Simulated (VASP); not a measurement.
# Cu (Fm-3m) in VASP: notebook

One crystal, Cu, is run at these levels: PBEsol, PBE; tasks: elastic constants, phonon dispersion.

Everything below comes from runs of VASP 6.6.1. Logs are shortened: lines on timing, memory, paths and dates and some standing lists are left out, and cuts for length are marked.

## (1) The crystal as given

It takes space group Fm-3m (No. 225, cubic). The conventional cell has a = 3.570 Å, b = 3.570 Å, c = 3.570 Å, α = 90.00°, β = 90.00°, γ = 90.00°. Cu (site symmetry m-3m) is surrounded by 12 Cu at 2.52 Å.

## (2) Elastic constants, PBEsol

File POSCAR:

```
Cu
1.0
    0.0000000000      1.7848606276      1.7848606276
    1.7848606276      0.0000000000      1.7848606276
    1.7848606276      1.7848606276      0.0000000000
  Cu
     1
Direct
     0.0000000000000000    0.0000000000000000    0.0000000000000000
```

File INCAR.step1:

```
  ALGO = Fast
  EDIFF = 1E-8
  EDIFFG = -0.002
  ENCUT = 600
  GGA = PS
  IBRION = 2
  ISIF = 3
  ISMEAR = 1
  KPAR = 2
  LASPH = T
  LCHARG = F
  LREAL = F
  LWAVE = F
  NELM = 80
  NSW = 40
  PREC = Accurate
  SIGMA = 0.2
```

File INCAR.step2:

```
  ALGO = Fast
  EDIFF = 1E-8
  ENCUT = 600
  GGA = PS
  IBRION = 6
  ISIF = 3
  ISMEAR = 1
  KPAR = 2
  LASPH = T
  LCHARG = F
  LREAL = F
  LWAVE = F
  NELM = 80
  NFREE = 2
  NSW = 1
  POTIM = 0.015
  PREC = Accurate
  SIGMA = 0.2
```

File KPOINTS:

```
k-points
0
Gamma
  32 32 32
```

Potentials or basis: VASP PAW PBE potentials, release 64 (Cu).

Run with:

```
$ cat potpaw_PBE.64/Cu/POTCAR > POTCAR
$ cp INCAR.step1 INCAR
$ mpirun -np 2 vasp_std > vasp.out
$ cp CONTCAR POSCAR
$ cp INCAR.step2 INCAR
$ mpirun -np 2 vasp_std > vasp.out
```

OUTCAR:

```text
EDIFF = 1E-8
   ENCUT = 600
   GGA = PS
   IBRION = 6
   ISIF = 3
   ISMEAR = 1
   LASPH = T
   LREAL = F
   NELM = 80
   NFREE = 2
   NSW = 1
   POTIM = 0.015
   PREC = Accurate

 ion  position               nearest neighbor table
   1  0.000  0.000  0.000-

  LATTYP: Found a face centered cubic cell.
 ALAT       =     3.5687286246

  Lattice vectors:

 A1 = (   0.0000000000,   1.7843643123,   1.7843643123)
 A2 = (   1.7843643123,   0.0000000000,   1.7843643123)
 A3 = (   1.7843643123,   1.7843643123,   0.0000000000)

Analysis of symmetry for initial positions (statically):
=====================================================================
 Subroutine PRICEL returns:
 Original cell was already a primitive cell.

 Routine SETGRP: Setting up the symmetry group for a
 face centered cubic supercell.

 Subroutine GETGRP returns: Found 48 space group operations
 (whereof 48 operations were pure point group operations)
 out of a pool of 48 trial point group operations.

The static configuration has the point symmetry O_h .

Analysis of symmetry for dynamics (positions and initial velocities):
=====================================================================
 Subroutine PRICEL returns:
 Original cell was already a primitive cell.

 Routine SETGRP: Setting up the symmetry group for a
 face centered cubic supercell.

 Subroutine GETGRP returns: Found 48 space group operations
 (whereof 48 operations were pure point group operations)
 out of a pool of 48 trial point group operations.

The dynamic configuration has the point symmetry O_h .

 Subroutine INISYM returns: Found 48 space group operations
 (whereof 48 operations are pure point group operations),
 and found     1 'primitive' translations

----------------------------------------------------------------------------------------

                                     Primitive cell

  volume of cell :      11.3627

  direct lattice vectors                    reciprocal lattice vectors
     0.000000000  1.784364312  1.784364312    -0.280211836  0.280211836  0.280211836
     1.784364312  0.000000000  1.784364312     0.280211836 -0.280211836  0.280211836
     1.784364312  1.784364312  0.000000000     0.280211836  0.280211836 -0.280211836

  length of vectors
     2.523472211  2.523472211  2.523472211     0.485341137  0.485341137  0.485341137

  position of ions in fractional coordinates (direct lattice)
     0.000000000  0.000000000  0.000000000

  ion indices of the primitive-cell ions
   primitive index   ion index
                 1           1

----------------------------------------------------------------------------------------

 KPOINTS: k-points

Automatic generation of k-mesh.
 Grid dimensions read from file:
 generate k-points for:   32   32   32

 Generating k-lattice:

  Cartesian coordinates                     Fractional coordinates (reciprocal lattice)
    -0.008756620  0.008756620  0.008756620     0.031250000  0.000000000  0.000000000
     0.008756620 -0.008756620  0.008756620     0.000000000  0.031250000  0.000000000
     0.008756620  0.008756620 -0.008756620     0.000000000  0.000000000  0.031250000

  Length of vectors
     0.015166911  0.015166911  0.015166911

  Shift w.r.t. Gamma in fractional coordinates (k-lattice)
     0.000000000  0.000000000  0.000000000

 Subroutine IBZKPT returns following result:
 ===========================================

 Found    897 irreducible k-points:

 Following reciprocal coordinates:
            Coordinates               Weight
  0.000000  0.000000  0.000000      1.000000
  0.031250  0.000000  0.000000      8.000000
  0.062500  0.000000  0.000000      8.000000
  0.093750  0.000000  0.000000      8.000000
  0.125000  0.000000  0.000000      8.000000
  0.156250  0.000000  0.000000      8.000000
[... 16 lines left out ...]
  0.187500  0.031250  0.000000     24.000000
  0.218750  0.031250  0.000000     24.000000
 [... further k-points ...]
   k-points           NKPTS =    897   k-points in BZ     NKDIM =    897   number of bands    NBANDS=      9
   number of dos      NEDOS =    301   number of ions     NIONS =      1
   total plane-waves  NPLWV =   8000
   dimension x,y,z NGX =    20 NGY =   20 NGZ =   20
[... 26 lines left out ...]
   NUPDOWN=      -1.0000    fix difference up-down
   EMIN   =  10.00;   EMAX   =-10.00  energy-range for DOS
   EFERMI =   0.00;   METHOD = LEGACY
   ISMEAR =     1;   SIGMA  =   0.20  broadening in eV -4-tet -1-fermi 0-gaus
   EFERMI_NEDOS =   21; number of points for ismear=-14 and -15
   IALGO  =     68    algorithm
   IMIX   =      4    mixing-type and parameters
     AMIX     =   0.40;   BMIX     =  1.00
     AMIX_MAG =   1.60;   BMIX_MAG =  1.00
  volume/ion in A,a.u.               =      11.36        76.68
  Fermi-wavevector in a.u.,A,eV,Ry     =   1.619492  3.060397 35.684749  2.622755
  Thomas-Fermi vector in A             =   2.713584
   LORBIT       =      0    0 simple, 1 ext, 2 COOP (PROOUT), +10 PAW based schemes
   GGA     = PS    functional components
   LHFCALC =     F    Hartree Fock is set to
   AEXX    =    0.0000 exact exchange contribution
   IVDW    =     0    specifies the selected vdW correction
   LEPSILON=     F    determine dielectric tensor
   LRPA    =     F    only Hartree local field effects (RPA)
 finite differences with symmetry
 non-spin polarized calculation
 RMM-DIIS sequential band-by-band and
 Methfessel and Paxton  Order N= 1 SIGMA  =   0.20
  energy-cutoff  :      600.00
  volume of cell :       11.36
 maximum number of plane-waves:       392
   NGX =  9   NGY =  9   NGZ =  9

--------------------------------------- Ionic step        1  -------------------------------------------

 number of electron      11.0000013 magnetization

 Free energy of the ion-electron system (eV)
  ---------------------------------------------------
  ext. energy  EPLUGINS =         0.00000000
  ---------------------------------------------------
  free energy    TOTEN  =        -4.30889094 eV

  energy without entropy =       -4.30934896  energy(sigma->0) =       -4.30904362

------------------------ aborting loop because EDIFF is reached ----------------------------------------

  FORCE on cell =-STRESS in cart. coord.  units (eV):
  Direction    XX          YY          ZZ          XY          YZ          ZX
  --------------------------------------------------------------------------------------
  -------------------------------------------------------------------------------------
  Total        0.0031221      0.0031221      0.0031221      0.0000000     -0.0000000      0.0000000
  in kB        0.4402274      0.4402274      0.4402274      0.0000000     -0.0000000      0.0000000
  external PRESSURE =       0.4402274 kB  Pullay stress =       0.0000000 kB
[... 86 lines left out ...]
  FREE ENERGIE OF THE ION-ELECTRON SYSTEM (eV)
  ---------------------------------------------------
  free  energy   TOTEN  =        -4.3071946823 eV

  energy  without entropy=       -4.3076205862  energy(sigma->0) =       -4.30733665

[... ionic steps 4 to 12 ...]

--------------------------------------- Ionic step       13  -------------------------------------------

 number of electron      11.0000012 magnetization

------------------------ aborting loop because EDIFF is reached ----------------------------------------
[... 65 lines left out ...]
--------------------------------------- Ionic step       15  -------------------------------------------

 number of electron      11.0000007 magnetization

 Free energy of the ion-electron system (eV)
  ---------------------------------------------------
  ext. energy  EPLUGINS =         0.00000000
  ---------------------------------------------------
  free energy    TOTEN  =        -4.30888429 eV

  energy without entropy =       -4.30934232  energy(sigma->0) =       -4.30903697

 E-fermi :   7.9083     XC(G=0): -13.1350

 val. band max:        7.9072136946   @ k =   0.5000   0.3125   0.1250
 cond. band min:       7.9337116189   @ k =   0.4375   0.4062   0.0000
 fundamental gap:      0.0264979244
 Fermi energy:         7.9082965885

 k-point     1 :       0.0000    0.0000    0.0000
  band No.  band energies     occupation
      1      -1.8007      2.00000
      2       4.7386      2.00000
      3       4.7386      2.00000
      4       4.7386      2.00000
      5       5.6219      2.00000
      6       5.6219      2.00000
      7      30.7790      0.00000
      8      33.6994      0.00000
      9      33.7555      0.00000
[... 265 lines left out ...]
 k-point    24 :       0.2188    0.0312    0.0000
  band No.  band energies     occupation
      1      -0.2139      2.00000
      2       4.4741      2.00000
      3       4.9180      2.00000
      4       4.9224      2.00000
      5       5.5737      2.00000
      6       5.6879      2.00000
      7      22.7550      0.00000
      8      30.5663      0.00000
      9      30.5943      0.00000

 [... further k-points ...]
[... 5 lines left out ...]
  --------------------------------------------------------------------------------------
  -------------------------------------------------------------------------------------
  Total        0.0009010      0.0009010      0.0009010     -0.0000000      0.0000000      0.0000000
  in kB        0.1270491      0.1270491      0.1270491     -0.0000000      0.0000000      0.0000000
  external PRESSURE =       0.1270491 kB  Pullay stress =       0.0000000 kB
[... 16 lines left out ...]
  FREE ENERGIE OF THE ION-ELECTRON SYSTEM (eV)
  ---------------------------------------------------
  free  energy   TOTEN  =        -4.3088842916 eV

  energy  without entropy=       -4.3093423216  energy(sigma->0) =       -4.30903697

 INTERNAL STRAIN TENSORS FROM STRAINED CELLS
 ============================================

 INTERNAL STRAIN TENSOR FOR ION    1 for displacements in x,y,z  (eV/Angst):
          X           Y           Z          XY          YZ          ZX
  --------------------------------------------------------------------------------
  x     0.00000     0.00000    -0.00000     0.00000     0.00000    -0.00000
  y     0.00000     0.00000     0.00000     0.00000    -0.00000     0.00000
  z     0.00000     0.00000    -0.00000    -0.00000    -0.00000     0.00000

 INTERNAL STRAIN TENSORS FROM DISPLACED ATOMS
 ============================================

 INTERNAL STRAIN TENSOR FOR ION    1 for displacements in x,y,z  (eV/Angst):
          X           Y           Z          XY          YZ          ZX
  --------------------------------------------------------------------------------
  x     0.00000     0.00000     0.00000     0.00000     0.00000     0.00000
  y     0.00000     0.00000     0.00000     0.00000     0.00000     0.00000
  z     0.00000     0.00000     0.00000     0.00000     0.00000     0.00000

 Eigenvectors and eigenvalues of the dynamical matrix
 ----------------------------------------------------

   1 f/i=    0.000000 THz     0.000000 2PiTHz    0.000000 cm-1     0.000000 meV
             X         Y         Z           dx          dy          dz
      0.000000  0.000000  0.000000     0.707107   -0.707107    0.000000

   2 f/i=    0.000000 THz     0.000000 2PiTHz    0.000000 cm-1     0.000000 meV
             X         Y         Z           dx          dy          dz
      0.000000  0.000000  0.000000    -0.707107   -0.707107    0.000000

   3 f/i=    0.000000 THz     0.000000 2PiTHz    0.000000 cm-1     0.000000 meV
             X         Y         Z           dx          dy          dz
      0.000000  0.000000  0.000000     0.000000    0.000000    1.000000

--------------------------------------------------------------------------------------------------------

 ELASTIC MODULI CONTR FROM IONIC RELAXATION (kBar)
 Direction    XX          YY          ZZ          XY          YZ          ZX
 --------------------------------------------------------------------------------
 XX           0.0000      0.0000      0.0000      0.0000      0.0000      0.0000
 YY           0.0000      0.0000      0.0000      0.0000      0.0000      0.0000
 ZZ           0.0000      0.0000      0.0000      0.0000      0.0000      0.0000
 XY           0.0000      0.0000      0.0000      0.0000      0.0000      0.0000
 YZ           0.0000      0.0000      0.0000      0.0000      0.0000      0.0000
 ZX           0.0000      0.0000      0.0000      0.0000      0.0000      0.0000
 --------------------------------------------------------------------------------

 TOTAL ELASTIC MODULI (kBar)
 Direction    XX          YY          ZZ          XY          YZ          ZX
 --------------------------------------------------------------------------------
 XX        2070.3525   1430.3417   1430.3417     -0.0000     -0.0000     -0.0000
 YY        1430.3417   2070.3525   1430.3417      0.0000     -0.0000     -0.0000
 ZZ        1430.3417   1430.3417   2070.3525     -0.0000      0.0000     -0.0000
 XY          -0.0000      0.0000     -0.0000    967.9538     -0.0000      0.0000
 YZ          -0.0000     -0.0000      0.0000     -0.0000    967.9538      0.0000
 ZX          -0.0000     -0.0000     -0.0000      0.0000      0.0000    967.9538
 --------------------------------------------------------------------------------
```

Run time: 53 min. Hardware: 2 MPI ranks of AMD EPYC 7R13 (Zen 3), shared host; peak memory 1.8 GiB.

What came out:

```yaml
Relaxed_volume: 11.36 Å³/atom
Relaxed_cell: a = 2.523 Å, b = 2.523 Å, c = 2.523 Å, α = 60.00°, β = 60.00°, γ = 60.00°
Space_group_after_relaxing_to_0.05_Å: Fm-3m (No. 225)
Elastic_constants_C11_C12_C44: 207, 143, 97 GPa
Voigt_bulk_modulus: 164 GPa
```

Final structure:
```yaml
crystal:
  lattice:
    - [0.00000, 1.78436, 1.78436]
    - [1.78436, 0.00000, 1.78436]
    - [1.78436, 1.78436, 0.00000]
  atoms:
    - { symbol: Cu, position: [0.00000, 0.00000, 0.00000] }
```

Elastic tensor in Voigt notation (GPa, in the Cartesian axes of the cell as first typed):
```
207 143 143   0   0   0
143 207 143   0   0   0
143 143 207   0   0   0
  0   0   0  97   0   0
  0   0   0   0  97   0
  0   0   0   0   0  97
```

Clamped-ion elastic tensor (GPa):
```
207 143 143   0   0   0
143 207 143   0   0   0
143 143 207   0   0   0
  0   0   0  97   0   0
  0   0   0   0  97   0
  0   0   0   0   0  97
```

Caveat: the PAW data sets were made with another functional, which shifts forces and pressure a little.

[end of part 1 of 2]
